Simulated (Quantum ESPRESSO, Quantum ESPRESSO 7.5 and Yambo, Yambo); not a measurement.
# A GW chain in Yambo: SiC (P6_3mc)

Aim: the G0W0 gap of SiC (P6_3mc) on PBE, step by step.

Calculated with Quantum ESPRESSO 7.5 and Yambo 5.3.0; PBE and many-body steps on it, plane waves.

**The experiments to reproduce.**

- Gap 3.26 eV: band gap of pure 4H-SiC, stated as experimental; bulk crystal (pure 4H-SiC, measurement details not given) (quoted in “IBIL Measurement and Optical Simulation of the DI Center in 4H-SiC”, 2023, pmc:10096426).

- Gap 3.2 eV: experimental band gap quoted from earlier work; bulk crystal (quoted in “Local vibrational modes of Si vacancy spin qubits in SiC”, 2020, arxiv:2002.00067).

- Gap 3.285 eV: band gap at low temperature, quoted from earlier experiments; bulk crystal (quoted in “Excitation properties of the divacancy in 4H-SiC”, 2018, arxiv:1804.01167).

### 1. Starting point

The structure is hexagonal, space group P6_3mc (No. 186). The conventional cell has a = 3.076 Å, b = 3.076 Å, c = 10.071 Å, α = 90.00°, β = 90.00°, γ = 120.00°. Nearest to Si lie 4 C at 1.88 to 1.89 Å. Si has 4 C at 1.88 to 1.89 Å nearest. Nearest to C lie 4 Si at 1.88 to 1.89 Å. C has 4 Si at 1.88 to 1.89 Å nearest. Farther neighbours are not listed.

The cell and positions are those that the Materials Project relaxed with its own functionals (PBE, PBE+U or r2SCAN), kept fixed.

### 2. Ground state

This step: Quantum ESPRESSO 7.5; DFT, PBE, plane waves, norm-conserving pseudopotentials.

The ground-state density comes first.

File pw.in:

```
&control
  calculation = 'scf'
  prefix = 'x'
  outdir = 'o'
  pseudo_dir = 'pseudo'
/
&system
  ibrav = 0
  nat = 8
  ntyp = 2
  ecutwfc = 74.0
  nbnd = 24
  force_symmorphic = .true.
/
&electrons
  conv_thr = 1e-10
  electron_maxstep = 80
  mixing_beta = 0.5
/
ATOMIC_SPECIES
  Si 28.085 Si.upf
  C 12.011 C.upf
CELL_PARAMETERS angstrom
  3.0756941497 -0.0000000000 0.0000000000
  -1.5378470748 2.6636292679 0.0000000000
  0.0000000000 0.0000000000 10.0706464800
ATOMIC_POSITIONS crystal
  Si 0.6666666667 0.3333333333 0.9378419800
  Si 0.3333333333 0.6666666667 0.4378419800
  Si 0.0000000000 0.0000000000 0.6878943800
  Si 0.0000000000 0.0000000000 0.1878943800
  C 0.6666666667 0.3333333333 0.7498025900
  C 0.3333333333 0.6666666667 0.2498025900
  C 0.0000000000 0.0000000000 0.5004600500
  C 0.0000000000 0.0000000000 0.0004600500
K_POINTS automatic
  6 6 2 0 0 0
```

Command:

```console
OMP_NUM_THREADS=1 mpirun -n 4 pw.x -nk 4 -in pw.in > pw.out
```

What it wrote:

```text
Program PWSCF v.7.5 starts

     This program is part of the open-source Quantum ESPRESSO suite
     for quantum simulation of materials; please cite
         "P. Giannozzi et al., J. Phys.:Condens. Matter 21 395502 (2009);
         "P. Giannozzi et al., J. Phys.:Condens. Matter 29 465901 (2017);
         "P. Giannozzi et al., J. Chem. Phys. 152 154105 (2020);
     in publications or presentations arising from this work. More details at
     Message from routine setup:
     using ibrav=0 with symmetry is DISCOURAGED, use correct ibrav instead

     G-vector sticks info

     bravais-lattice index     =            0
     lattice parameter (alat)  =       5.8122  a.u.
     unit-cell volume          =     556.7637 (a.u.)^3
     number of atoms/cell      =            8
     number of atomic types    =            2
     number of electrons       =        32.00
     number of Kohn-Sham states=           24
     kinetic-energy cutoff     =      74.0000  Ry
     charge density cutoff     =     296.0000  Ry
     scf convergence threshold =      1.0E-10
     mixing beta               =       0.5000
     number of iterations used =            8  plain     mixing
     Exchange-correlation= PBE
                           (   1   4   3   4   0   0   0)

     celldm(1)=   5.812220  celldm(2)=   0.000000  celldm(3)=   0.000000
     celldm(4)=   0.000000  celldm(5)=   0.000000  celldm(6)=   0.000000

     crystal axes: (cart. coord. in units of alat)
               a(1) = (   1.000000  -0.000000   0.000000 )
               a(2) = (  -0.500000   0.866025   0.000000 )
               a(3) = (   0.000000   0.000000   3.274268 )

     reciprocal axes: (cart. coord. in units 2 pi/alat)
               b(1) = (  1.000000  0.577350 -0.000000 )
               b(2) = (  0.000000  1.154701 -0.000000 )
               b(3) = ( -0.000000 -0.000000  0.305412 )
     Pseudo is Norm-conserving + core correction, Zval =  4.0
     Generated using ONCVPSP code by D. R. Hamann
     Using radial grid of 1510 points,  6 beta functions with:
     Pseudo is Norm-conserving + core correction, Zval =  4.0
     Generated using ONCVPSP code by D. R. Hamann
     Using radial grid of 1248 points,  4 beta functions with:
     Si                4.00    28.08500     Si( 1.00)
     C                 4.00    12.01100     C ( 1.00)

      6 Sym. Ops. (no inversion) found

   Cartesian axes

     site n.     atom                  positions (alat units)
         1        Si     tau(   1) = (   0.5000000   0.2886751   3.0707458  )
         2        Si     tau(   2) = (  -0.0000000   0.5773503   1.4336119  )
         3        Si     tau(   3) = (   0.0000000   0.0000000   2.2523505  )
         4        Si     tau(   4) = (   0.0000000   0.0000000   0.6152165  )
         5        C      tau(   5) = (   0.5000000   0.2886751   2.4550545  )
         6        C      tau(   6) = (  -0.0000000   0.5773503   0.8179206  )
         7        C      tau(   7) = (   0.0000000   0.0000000   1.6386403  )
         8        C      tau(   8) = (   0.0000000   0.0000000   0.0015063  )

     number of k points=    14
                       cart. coord. in units 2pi/alat
        k(    1) = (   0.0000000   0.0000000   0.0000000), wk =   0.0277778
        k(    2) = (   0.0000000   0.0000000  -0.1527059), wk =   0.0277778
        k(    3) = (   0.0000000   0.1924501   0.0000000), wk =   0.1666667
        k(    4) = (   0.0000000   0.1924501  -0.1527059), wk =   0.1666667
        k(    5) = (   0.0000000   0.3849002   0.0000000), wk =   0.1666667
        k(    6) = (   0.0000000   0.3849002  -0.1527059), wk =   0.1666667
        k(    7) = (   0.0000000  -0.5773503   0.0000000), wk =   0.0833333
        k(    8) = (   0.0000000  -0.5773503  -0.1527059), wk =   0.0833333
        k(    9) = (   0.1666667   0.2886751   0.0000000), wk =   0.1666667
        k(   10) = (   0.1666667   0.2886751  -0.1527059), wk =   0.1666667
        k(   11) = (   0.1666667   0.4811252   0.0000000), wk =   0.3333333
        k(   12) = (   0.1666667   0.4811252  -0.1527059), wk =   0.3333333
        k(   13) = (   0.3333333   0.5773503   0.0000000), wk =   0.0555556
        k(   14) = (   0.3333333   0.5773503  -0.1527059), wk =   0.0555556

     Dense  grid:    47781 G-vectors     FFT dimensions: (  32,  32, 108)

     Initial potential from superposition of free atoms

     starting charge      31.9974, renormalised to      32.0000
     Starting wfcs are   32 randomized atomic wfcs

     per-process dynamical memory:    43.6 Mb

     Self-consistent Calculation

     iteration #  1     ecut=    74.00 Ry     beta= 0.50

     total energy              =     -81.73755223 Ry
     estimated scf accuracy    <       1.73497666 Ry

     iteration #  2     ecut=    74.00 Ry     beta= 0.50

     total energy              =     -82.15226645 Ry
     estimated scf accuracy    <       0.07190896 Ry

     iteration #  3     ecut=    74.00 Ry     beta= 0.50

     total energy              =     -82.15527948 Ry
     estimated scf accuracy    <       0.01468537 Ry

     iteration #  4     ecut=    74.00 Ry     beta= 0.50

     total energy              =     -82.15706115 Ry
     estimated scf accuracy    <       0.00520743 Ry

     iteration #  5     ecut=    74.00 Ry     beta= 0.50

     total energy              =     -82.15746158 Ry
     estimated scf accuracy    <       0.00029696 Ry

     iteration #  6     ecut=    74.00 Ry     beta= 0.50

     total energy              =     -82.15765044 Ry
     estimated scf accuracy    <       0.00016914 Ry

     iteration #  7     ecut=    74.00 Ry     beta= 0.50

     total energy              =     -82.15761648 Ry
     estimated scf accuracy    <       0.00007073 Ry

     iteration #  8     ecut=    74.00 Ry     beta= 0.50

     total energy              =     -82.15763615 Ry
     estimated scf accuracy    <       0.00000197 Ry

     iteration #  9     ecut=    74.00 Ry     beta= 0.50

     total energy              =     -82.15763593 Ry
     estimated scf accuracy    <       0.00000086 Ry

     iteration # 10     ecut=    74.00 Ry     beta= 0.50

     total energy              =     -82.15763607 Ry
     estimated scf accuracy    <       0.00000004 Ry

     iteration # 11     ecut=    74.00 Ry     beta= 0.50

     total energy              =     -82.15763606 Ry
     estimated scf accuracy    <       0.00000003 Ry

     iteration # 12     ecut=    74.00 Ry     beta= 0.50

     total energy              =     -82.15763607 Ry
     estimated scf accuracy    <          3.1E-09 Ry

     iteration # 13     ecut=    74.00 Ry     beta= 0.50

     total energy              =     -82.15763607 Ry
     estimated scf accuracy    <          6.0E-10 Ry

     iteration # 14     ecut=    74.00 Ry     beta= 0.50

     End of self-consistent calculation

          k = 0.0000 0.0000 0.0000 (  5975 PWs)   bands (ev):

    -5.9065  -4.7274  -4.6903  -2.3298   0.9692   5.2136   5.2542   8.4176
     8.4176   8.8798   8.8798   9.0221   9.0221   9.5541   9.6070   9.6070
    14.7181  15.2976  15.9184  15.9433  16.6000  16.6000  16.6246  17.0213

          k = 0.0000 0.0000-0.1527 (  5896 PWs)   bands (ev):

    -5.6014  -5.6014  -3.3509  -3.3509   2.4825   2.4825   8.0588   8.0588
     8.5617   8.5617   8.5618   8.5618   9.4003   9.4003   9.4003   9.4003
    14.9266  14.9266  16.3900  16.3900  16.6895  16.6895  16.6895  16.6895

          k = 0.0000 0.1925 0.0000 (  5970 PWs)   bands (ev):

    -5.4260  -4.2640  -4.2245  -1.9306   1.4042   5.2303   5.2968   6.3075
     7.1679   7.3173   7.6842   8.0758   8.3790   8.4405   9.2205   9.3602
    14.3922  15.0788  15.3568  16.4259  16.7646  17.0710  17.2053  17.3011

          k = 0.0000 0.1925-0.1527 (  5966 PWs)   bands (ev):

     [... further k-points ...]

     highest occupied, lowest unoccupied level (ev):     9.6070   11.8350

!    total energy              =     -82.15763607 Ry
     estimated scf accuracy    <          9.2E-11 Ry

     The total energy is the sum of the following terms:
     one-electron contribution =      22.45812901 Ry
     hartree contribution      =       9.39351775 Ry
     xc contribution           =     -30.25601132 Ry
     ewald contribution        =     -83.75327150 Ry

     convergence has been achieved in  14 iterations

     XML data file, charge density, pseudopotentials, collected wavefunctions

=------------------------------------------------------------------------------=
   JOB DONE.
=------------------------------------------------------------------------------=
```

Wall time 14 s (4 MPI ranks of Arm Neoverse V1, shared host); peak memory 0.36 GiB; 54 s of CPU time.

Numbers from this step:

- total energy: -1117.8116 eV
- gap: 2.228 eV
- k of the valence top: 0, 0, 0
- k of the conduction bottom: 0, -0.5, 0
- least direct gap: 3.353 eV

The gap is indirect, with the least direct gap 1.13 eV higher.

### 3. Bands along the symmetry lines

The cheap functional maps the bands first; the places of the edges decide which points the dearer methods must see.

File pw.in:

```
&control
  calculation = 'bands'
  prefix = 'x'
  outdir = 'o'
  pseudo_dir = 'pseudo'
/
&system
  ibrav = 0
  nat = 8
  ntyp = 2
  ecutwfc = 74.0
  nbnd = 22
  force_symmorphic = .true.
/
&electrons
  conv_thr = 1e-9
  electron_maxstep = 80
  diago_full_acc = .true.
  diago_thr_init = 5e-6
/
ATOMIC_SPECIES
  Si 28.085 Si.upf
  C 12.011 C.upf
CELL_PARAMETERS angstrom
  3.0756941497 -0.0000000000 0.0000000000
  -1.5378470748 2.6636292679 0.0000000000
  0.0000000000 0.0000000000 10.0706464800
ATOMIC_POSITIONS crystal
  Si 0.6666666667 0.3333333333 0.9378419800
  Si 0.3333333333 0.6666666667 0.4378419800
  Si 0.0000000000 0.0000000000 0.6878943800
  Si 0.0000000000 0.0000000000 0.1878943800
  C 0.6666666667 0.3333333333 0.7498025900
  C 0.3333333333 0.6666666667 0.2498025900
  C 0.0000000000 0.0000000000 0.5004600500
  C 0.0000000000 0.0000000000 0.0004600500
K_POINTS crystal
  75
  0.00000000 0.00000000 0.00000000 1
  0.06250000 0.00000000 0.00000000 1
  0.12500000 0.00000000 0.00000000 1
  0.18750000 0.00000000 0.00000000 1
  0.25000000 0.00000000 0.00000000 1
  0.31250000 0.00000000 0.00000000 1
  0.37500000 0.00000000 0.00000000 1
  0.43750000 0.00000000 0.00000000 1
  0.50000000 0.00000000 0.00000000 1
  0.47916667 0.04166667 0.00000000 1
  0.45833333 0.08333333 0.00000000 1
  0.43750000 0.12500000 0.00000000 1
  0.41666666 0.16666666 0.00000000 1
  0.39583333 0.20833333 0.00000000 1
  0.37500000 0.25000000 0.00000000 1
  0.35416666 0.29166666 0.00000000 1
  0.33333333 0.33333333 0.00000000 1
  0.29166666 0.29166666 0.00000000 1
  0.25000000 0.25000000 0.00000000 1
  0.20833333 0.20833333 0.00000000 1
  0.16666666 0.16666666 0.00000000 1
  0.12500000 0.12500000 0.00000000 1
  0.08333333 0.08333333 0.00000000 1
  0.04166667 0.04166667 0.00000000 1
  0.00000000 0.00000000 0.00000000 1
  0.00000000 0.00000000 0.06250000 1
  0.00000000 0.00000000 0.12500000 1
  0.00000000 0.00000000 0.18750000 1
  0.00000000 0.00000000 0.25000000 1
  0.00000000 0.00000000 0.31250000 1
  0.00000000 0.00000000 0.37500000 1
  0.00000000 0.00000000 0.43750000 1
  0.00000000 0.00000000 0.50000000 1
  0.06250000 0.00000000 0.50000000 1
  0.12500000 0.00000000 0.50000000 1
  0.18750000 0.00000000 0.50000000 1
  0.25000000 0.00000000 0.50000000 1
  0.31250000 0.00000000 0.50000000 1
  0.37500000 0.00000000 0.50000000 1
  0.43750000 0.00000000 0.50000000 1
  0.50000000 0.00000000 0.50000000 1
  0.47916667 0.04166667 0.50000000 1
  0.45833333 0.08333333 0.50000000 1
  0.43750000 0.12500000 0.50000000 1
  0.41666666 0.16666666 0.50000000 1
  0.39583333 0.20833333 0.50000000 1
  0.37500000 0.25000000 0.50000000 1
  0.35416666 0.29166666 0.50000000 1
  0.33333333 0.33333333 0.50000000 1
  0.29166666 0.29166666 0.50000000 1
  0.25000000 0.25000000 0.50000000 1
  0.20833333 0.20833333 0.50000000 1
  0.16666666 0.16666666 0.50000000 1
  0.12500000 0.12500000 0.50000000 1
  0.08333333 0.08333333 0.50000000 1
  0.04166667 0.04166667 0.50000000 1
  0.00000000 0.00000000 0.50000000 1
  0.50000000 0.00000000 0.50000000 1
  0.50000000 0.00000000 0.43750000 1
  0.50000000 0.00000000 0.37500000 1
  0.50000000 0.00000000 0.31250000 1
  0.50000000 0.00000000 0.25000000 1
  0.50000000 0.00000000 0.18750000 1
  0.50000000 0.00000000 0.12500000 1
  0.50000000 0.00000000 0.06250000 1
  0.50000000 0.00000000 0.00000000 1
  0.33333333 0.33333333 0.50000000 1
  0.33333333 0.33333333 0.43750000 1
  0.33333333 0.33333333 0.37500000 1
  0.33333333 0.33333333 0.31250000 1
  0.33333333 0.33333333 0.25000000 1
  0.33333333 0.33333333 0.18750000 1
  0.33333333 0.33333333 0.12500000 1
  0.33333333 0.33333333 0.06250000 1
  0.33333333 0.33333333 0.00000000 1
```

What it wrote:

```text
[banner, memory and clock lines left out]
Program PWSCF v.7.5 starts

     Atomic positions and unit cell read from directory:
     o/x.save/

     Message from routine setup:
     using ibrav=0 with symmetry is DISCOURAGED, use correct ibrav instead

     G-vector sticks info

     bravais-lattice index     =            0
     lattice parameter (alat)  =       5.8122  a.u.
     unit-cell volume          =     556.7637 (a.u.)^3
     number of atoms/cell      =            8
     number of atomic types    =            2
     number of electrons       =        32.00
     number of Kohn-Sham states=           22
     kinetic-energy cutoff     =      74.0000  Ry
     charge density cutoff     =     296.0000  Ry
     Exchange-correlation= PBE
                           (   1   4   3   4   0   0   0)

     celldm(1)=   5.812220  celldm(2)=   0.000000  celldm(3)=   0.000000
     celldm(4)=   0.000000  celldm(5)=   0.000000  celldm(6)=   0.000000

     crystal axes: (cart. coord. in units of alat)
               a(1) = (   1.000000  -0.000000   0.000000 )
               a(2) = (  -0.500000   0.866025   0.000000 )
               a(3) = (   0.000000   0.000000   3.274268 )

     reciprocal axes: (cart. coord. in units 2 pi/alat)
               b(1) = (  1.000000  0.577350 -0.000000 )
               b(2) = (  0.000000  1.154701 -0.000000 )
               b(3) = ( -0.000000 -0.000000  0.305412 )
     Pseudo is Norm-conserving + core correction, Zval =  4.0
     Generated using ONCVPSP code by D. R. Hamann
     Using radial grid of 1510 points,  6 beta functions with:
     Pseudo is Norm-conserving + core correction, Zval =  4.0
     Generated using ONCVPSP code by D. R. Hamann
     Using radial grid of 1248 points,  4 beta functions with:
     Si                4.00    28.08500     Si( 1.00)
     C                 4.00    12.01100     C ( 1.00)

      6 Sym. Ops. (no inversion) found

   Cartesian axes

     site n.     atom                  positions (alat units)
         1        Si     tau(   1) = (   0.5000000   0.2886751   3.0707458  )
         2        Si     tau(   2) = (  -0.0000000   0.5773503   1.4336119  )
         3        Si     tau(   3) = (   0.0000000   0.0000000   2.2523505  )
         4        Si     tau(   4) = (   0.0000000   0.0000000   0.6152165  )
         5        C      tau(   5) = (   0.5000000   0.2886751   2.4550545  )
         6        C      tau(   6) = (  -0.0000000   0.5773503   0.8179206  )
         7        C      tau(   7) = (   0.0000000   0.0000000   1.6386403  )
         8        C      tau(   8) = (   0.0000000   0.0000000   0.0015063  )

     number of k points=    75
                       cart. coord. in units 2pi/alat
        k(    1) = (   0.0000000   0.0000000   0.0000000), wk =   0.0266667
        k(    2) = (   0.0625000   0.0360844   0.0000000), wk =   0.0266667
        k(    3) = (   0.1250000   0.0721688   0.0000000), wk =   0.0266667
[...]
[... 63 further rows ...]
        k(   74) = (   0.3333333   0.5773503   0.0190882), wk =   0.0266667
        k(   75) = (   0.3333333   0.5773503   0.0000000), wk =   0.0266667

     Dense  grid:    47781 G-vectors     FFT dimensions: (  32,  32, 108)

     The potential is recalculated from file :
     o/x.save/charge-density

     Starting wfcs are   32 randomized atomic wfcs

     Band Structure Calculation

     End of band structure calculation

          k = 0.0000 0.0000 0.0000 (  5975 PWs)   bands (ev):

    -5.9065  -4.7273  -4.6903  -2.3297   0.9692   5.2137   5.2542   8.4176
     8.4176   8.8798   8.8798   9.0222   9.0222   9.5542   9.6071   9.6071
    14.7181  15.2976  15.9184  15.9434  16.6001  16.6001

          k = 0.0625 0.0361 0.0000 (  5951 PWs)   bands (ev):

    -5.8385  -4.6615  -4.6242  -2.2721   1.0319   5.2367   5.2784   8.0142
[...]
14.9601  15.5146  15.9334  16.0470  16.4558  16.5661

          k = 0.1250 0.0722 0.0000 (  5952 PWs)   bands (ev):

[...]
14.8744  15.5374  15.6319  16.3074  16.5596  16.8568

[...]
k = 0.3333 0.5774 0.0191 (  6009 PWs)   bands (ev):

[...]
13.5457  13.5457  14.8309  15.2601  15.2601  18.4598

          k = 0.3333 0.5774 0.0000 (  6012 PWs)   bands (ev):

    -1.4310  -1.2200  -1.2200  -1.1344   1.9196   2.3206   2.3206   3.4054
     3.4054   3.4306   5.2216   5.2216   5.6050   6.7305   6.7305   7.9314
    13.5862  13.5862  14.8027  15.2083  15.2083  18.5501

     XML data file, pseudopotentials, collected wavefunctions
```

The job ended after 19 s (4 MPI ranks; peak memory 0.3 GiB).

This step gave:

```yaml
gap: 2.228 eV
k_of_the_valence_top: 0, 0, 0
k_of_the_conduction_bottom: 0.5, 0, 0
least_direct_gap: 3.353 eV
```

The gap is 2.228 eV, as in the run before at this level.

Electronic bands along the path, in eV, zero at the top of the highest filled band:

```csv
point,band 13,band 14,band 15,band 16,band 17,band 18,band 19,band 20
Γ,-0.58,-0.05,0.00,0.00,5.11,5.69,6.31,6.34
halfway,-1.67,-1.63,-0.83,-0.55,3.79,4.30,5.09,6.14
M,-2.37,-2.23,-1.58,-1.13,2.23,2.36,4.24,4.76
halfway,-3.20,-2.57,-1.93,-1.85,3.15,3.99,4.73,6.09
K,-4.00,-2.88,-2.88,-1.68,3.98,3.98,5.20,5.60
halfway,-2.51,-2.08,-1.56,-0.93,4.70,4.93,5.30,6.34
Γ,-0.58,-0.05,0.00,0.00,5.11,5.69,6.31,6.34
halfway,-0.41,-0.41,-0.06,-0.06,5.17,5.54,6.52,6.58
A,-0.21,-0.21,-0.21,-0.21,5.32,5.32,6.78,6.78
halfway,-1.28,-1.28,-0.92,-0.92,3.96,3.96,5.58,5.58
L,-2.51,-2.51,-1.56,-1.56,2.64,2.64,4.22,4.22
halfway,-3.23,-3.23,-2.04,-2.04,3.53,3.53,5.51,5.51
H,-2.76,-2.76,-2.46,-2.46,3.25,3.25,6.69,6.69
halfway,-2.15,-2.15,-1.04,-1.04,4.96,4.96,5.53,5.53
A,-0.21,-0.21,-0.21,-0.21,5.32,5.32,6.78,6.78
jump to L,-2.51,-2.51,-1.56,-1.56,2.64,2.64,4.22,4.22
halfway,-2.49,-1.97,-1.89,-1.24,2.47,2.47,4.03,4.79
M,-2.37,-2.23,-1.58,-1.13,2.23,2.36,4.24,4.76
jump to H,-2.76,-2.76,-2.46,-2.46,3.25,3.25,6.69,6.69
halfway,-3.58,-2.65,-2.65,-2.00,3.55,3.55,5.62,6.19
K,-4.00,-2.88,-2.88,-1.68,3.98,3.98,5.20,5.60
```

[end of part 1 of 3]

[Paths, hosts, dates, memory and timing lines, banners, echoed tables and standing remarks are left out of the program output.]

[Logs are printed without paths, hosts, clocks, repeated set-up lines and the standing remarks that a program may print on its own settings, such as how far it seeks lower states.]

[Runs of the session that timed out or met a known fault of the program may be left out.]

[Hosts, paths, dates, database ids (printed as entryN), source tags and the programs' standing remarks are cut or masked in the printed files.]
